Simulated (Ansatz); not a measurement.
Set up this calculation in Ansatz 0.2.0, as the native input.

```yaml
Task: phonons
Functional: PBE
Potentials_or_basis: all-electron LAPW, scalar-relativistic
Cutoff: 259 eV (chosen from the basis error)
Basis_error_allowed: 0.002 eV/atom
k_mesh: 7 × 7 × 7
Occupations: fermi-dirac, width 0.05 eV
Spin: no spin polarisation
```

CdTe:

```
Te Cd
1.0
     0.00000    3.20500    3.20500
     3.20500    0.00000    3.20500
     3.20500    3.20500    0.00000
Te Cd
1 1
Direct
  0.75000 0.75000 0.75000
  0.00000 0.00000 0.00000
```

The input as run:

input.yaml

```yaml
crystal:
  lattice:
    - [0.0, 3.205, 3.205]
    - [3.205, 0.0, 3.205]
    - [3.205, 3.205, 0.0]
  atoms:
    - { symbol: Te, position: [0.75, 0.75, 0.75] }
    - { symbol: Cd, position: [0.0, 0.0, 0.0] }
kpoints:
  mp_grid: { grid: [7, 7, 7] }
scf:
  occupations: { method: fermi_dirac, width: 0.05 }
hamiltonian:
  xc: pbe
  pseudopotentials: { kind: all_electron, lapw: { basis_error: 0.002 } }
output: {}
phonons:
  method: fd
  supercell: [1, 1, 1]
```

Potentials or basis: all-electron LAPW, scalar-relativistic.

Command:

```sh
$ ansatz run input.yaml --threads 1 --pin off --max-ram 3072MiB --backend cpu --events-out ev --progress --plain --runs-dir out
```

Results of the run:

The band gap on the k mesh is 0.87 eV, direct and the highest phonon frequency at Γ, LO-TO splitting left out is 154 cm⁻¹.

Caveat: spin-orbit coupling is left out, which moves the levels of the heavy elements.

Run time: 75 s on 1 thread of Arm Neoverse V1 (shared host), peak memory 0.39 GiB.
